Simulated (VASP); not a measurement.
Na$_{2}$S (antifluorite), PBE single-point calculation: VASP's output and Ansatz's

POSCAR

```
S  Na
 1.0000000000000000
     0.0000000000000000    3.2554324508155394    3.2554324508155394
     3.2554324508155394   -0.0000000000000000    3.2554324508155394
     3.2554324508155394    3.2554324508155394   -0.0000000000000000
 S   Na
   1   2
Cartesian
 -0.0000000000000000  0.0000000000000000  0.0000000000000000
  1.6277162254077697  1.6277162254077697  1.6277162254077697
  4.8831486762233096  4.8831486762233087  4.8831486762233087
```

VASP ran with the recommended PBE PAW datasets (20 valence electrons in the cell).

From OUTCAR

```
k-points           NKPTS =     29   k-points in BZ     NKDIM =     29   number of bands    NBANDS=     17

   NELECT =      20.0000    total number of electrons

   dimension x,y,z NGX =    36 NGY =   36 NGZ =   36
   dimension x,y,z NGXF=    72 NGYF=   72 NGZF=   72

  energy-cutoff  :      520.00
  volume of cell :       69.00
      direct lattice vectors                 reciprocal lattice vectors
     0.000000000  3.255432451  3.255432451    -0.153589426  0.153589426  0.153589426
     3.255432451  0.000000000  3.255432451     0.153589426 -0.153589426  0.153589426
     3.255432451  3.255432451  0.000000000     0.153589426  0.153589426 -0.153589426

 k-points in reciprocal lattice and weights: KPOINTS created by Atomic Simulation Env
   0.00000000  0.00000000  0.00000000       0.002
   0.12500000  0.00000000  0.00000000       0.016
   0.25000000  0.00000000  0.00000000       0.016
   0.37500000  0.00000000  0.00000000       0.016
   0.50000000  0.00000000  0.00000000       0.008
   0.12500000  0.12500000  0.00000000       0.012
   0.25000000  0.12500000  0.00000000       0.047
   0.37500000  0.12500000  0.00000000       0.047
   ...

 E-fermi :   0.6768

 k-point     1 :       0.0000    0.0000    0.0000
  band No.  band energies     occupation
      1     -21.9648      2.00000
      2     -21.9648      2.00000
      3     -21.9648      2.00000
      4     -21.9088      2.00000
      5     -21.9088      2.00000
      6     -21.9088      2.00000
      7      -9.9132      2.00000
      8       0.2476      2.00000
      9       0.2476      2.00000
     10       0.2476      2.00000
     11       2.7790      0.00000
     12       8.0377      0.00000
     13       8.0377      0.00000
     14       8.0377      0.00000
     15       9.6363      0.00000
     16       9.6363      0.00000
     17      11.5448      0.00000

 k-point     2 :       0.1250    0.0000    0.0000
  band No.  band energies     occupation
      1     -21.9635      2.00000
      2     -21.9628      2.00000
      3     -21.9628      2.00000
      4     -21.9121      2.00000
      5     -21.9111      2.00000
      6     -21.9111      2.00000
      7      -9.8773      2.00000
      8      -0.1279      2.00000
      9       0.2271      2.00000
     10       0.2271      2.00000
     11       3.2598      0.00000
     12       7.8150      0.00000
     13       8.1317      0.00000
     14       8.1317      0.00000
     15       9.2603      0.00000
     16       9.2603      0.00000
     17      11.1040      0.00000

 k-point     3 :       0.2500    0.0000    0.0000
  band No.  band energies     occupation
      1     -21.9595      2.00000
      2     -21.9571      2.00000
      3     -21.9571      2.00000
      4     -21.9208      2.00000
      5     -21.9175      2.00000
      6     -21.9175      2.00000
      7      -9.7888      2.00000
      8      -0.7653      2.00000
      9       0.1794      2.00000
     10       0.1794      2.00000
     11       4.1435      0.00000
     12       7.3540      0.00000
     13       7.9453      0.00000
     14       7.9453      0.00000
     15       9.4392      0.00000
     16       9.4392      0.00000
     17      10.6436      0.00000

 k-point     4 :       0.3750    0.0000    0.0000
  band No.  band energies     occupation
      1     -21.9530      2.00000
      2     -21.9484      2.00000
      3     -21.9484      2.00000
      4     -21.9319      2.00000
      5     -21.9269      2.00000
      6     -21.9269      2.00000
      7      -9.6971      2.00000
      8      -1.2430      2.00000
      9       0.1337      2.00000
     10       0.1337      2.00000
     11       4.8410      0.00000
     12       6.9340      0.00000
     13       7.5727      0.00000
     14       7.5727      0.00000
     15      10.4667      0.00000
     16      10.4667      0.00000
     17      10.8822      0.00000

 k-point     5 :       0.5000    0.0000    0.0000
  band No.  band energies     occupation
      1     -21.9462      2.00000
      2     -21.9406      2.00000
      3     -21.9386      2.00000
      4     -21.9386      2.00000
      5     -21.9369      2.00000
      6     -21.9369      2.00000
      7      -9.6581      2.00000
      8      -1.4158      2.00000
      9       0.1153      2.00000
     10       0.1153      2.00000
     11       5.0955      0.00000
     12       6.7540      0.00000
     13       7.4283      0.00000
     14       7.4283      0.00000
     15      11.5424      0.00000
     16      11.7124      0.00000
     17      11.7124      0.00000

 ...

  Total        0.3471459      0.3471459      0.3471459      0.0000000      0.0000000      0.0000000
  in kB        8.0605846      8.0605846      8.0605846      0.0000000      0.0000000      0.0000000
  external PRESSURE =       8.0605846 kB  Pullay stress =       0.0000000 kB

 POSITION                                       TOTAL-FORCE (eV/Angst)
 -----------------------------------------------------------------------------------
      0.00000      0.00000      0.00000        -0.000000     -0.000000     -0.000000
      1.62772      1.62772      1.62772        -0.000000     -0.000000      0.000000
      4.88315      4.88315      4.88315         0.000000      0.000000     -0.000000
 -----------------------------------------------------------------------------------
    total drift:                                0.000000      0.000000      0.000000

  FREE ENERGIE OF THE ION-ELECTRON SYSTEM (eV)
  ---------------------------------------------------
  free  energy   TOTEN  =        -9.9713916295 eV

  energy  without entropy=       -9.9713916295  energy(sigma->0) =       -9.97139163
```

Each program uses its own PAW datasets. VASP's cell holds 20 valence electrons and Ansatz's 24. Ansatz's stress includes a Pulay correction; VASP's doesn't.

Question: What does Ansatz give for the same cell and level of theory?

Answer: gap between bands v and c 2.53 eV; least direct gap 2.53 eV; pressure 0.8 GPa.

Ansatz printed

```
SCF 1 converged in 8 iterations: F = -3878.138598 eV  dr2 = 2.31e-8
  greatest PAW one-centre occupation: 0.999 electrons in one spin orbital (limit 2), on the Na atom at site 2 (counted from 0), in its partial waves of l = 0
NSCF: frozen V_eff on 6 k-points
SCF converged after 8 iterations
Free energy (F): -3878.138598 eV
Harris-Foulkes:  -3878.138598 eV  (|F-HF|=1.79e-8)
Internal energy: -3878.138598 eV  (E = F + TS)
E sigma→0 (E₀):  -3878.138598 eV
Fermi energy:    3.413056 eV
--- Per-component energies (eV) ---
  E_band       = -440.368726
  E_kinetic    = 349.850739
  E_local      = -2810.951776  (includes V_loc(G=0)·N_el)
  E_nonlocal   = 258.756922
  E_hartree    = 1017.944552
  E_xc         = -176.582589
  E_vxc        = -189.577701  (∫ρ·V_xc dr)
  E_paw        = -1126.528298  (= ΣΔE_a)
  E_vpaw       = -84.334431  (= ΣTr[D̂ρ^β])
  E_aug_tail   = -0.000042  (compensation charges beyond the density's cutoff)
  E_ewald      = -1390.628104
  E_smearing   = -0.000000  (= −TS)
  E_closure    = -0.000000  (closes the sum)
  Σ components = -3878.138598   (vs F -3878.138598, Δ=0.00e0)
--- Forces (eV/Å), atoms counted from 1 ---
  atom   1  S     -0.00000000     0.00000000     0.00000000
  atom   2  Na    -0.00000000    -0.00000000    -0.00000000
  atom   3  Na    -0.00000000    -0.00000000    -0.00000000
  max |Σ_I F_I| component: 1.85e-17 eV/Å
--- Stress (GPa, compression-positive) ---
        0.780591       0.000000      -0.000000
        0.000000       0.780591       0.000000
        0.000000      -0.000000       0.780591
  P = ⅓ Tr σ = 0.7806 GPa (7.806 kbar)
--- Band table (eV; the first three rows and the last of 29) ---
  k-point 0: bands = ["-48.1517", "-48.1393", "-20.0982", "-20.0982", "-20.0982", "-20.0423", "-20.0423", "-20.0423", "-8.0384", "2.1187", "2.1187", "2.1187", "4.6523", "9.8883", "9.8883", "9.8883"]
  k-point 1: bands = ["-48.1513", "-48.1397", "-20.0969", "-20.0962", "-20.0962", "-20.0455", "-20.0445", "-20.0445", "-8.0030", "1.7437", "2.0981", "2.0981", "5.1324", "9.6698", "9.9827", "9.9827"]
  k-point 2: bands = ["-48.1499", "-48.1411", "-20.0929", "-20.0905", "-20.0905", "-20.0542", "-20.0509", "-20.0509", "-7.9155", "1.1067", "2.0501", "2.0501", "6.0150", "9.2165", "9.8013", "9.8013"]
  k-point 28: bands = ["-48.1454", "-48.1454", "-20.1206", "-20.1151", "-20.0724", "-20.0724", "-20.0317", "-20.0309", "-7.7065", "1.0896", "1.0896", "1.5310", "6.9455", "9.4011", "9.4011", "9.4566"]
```
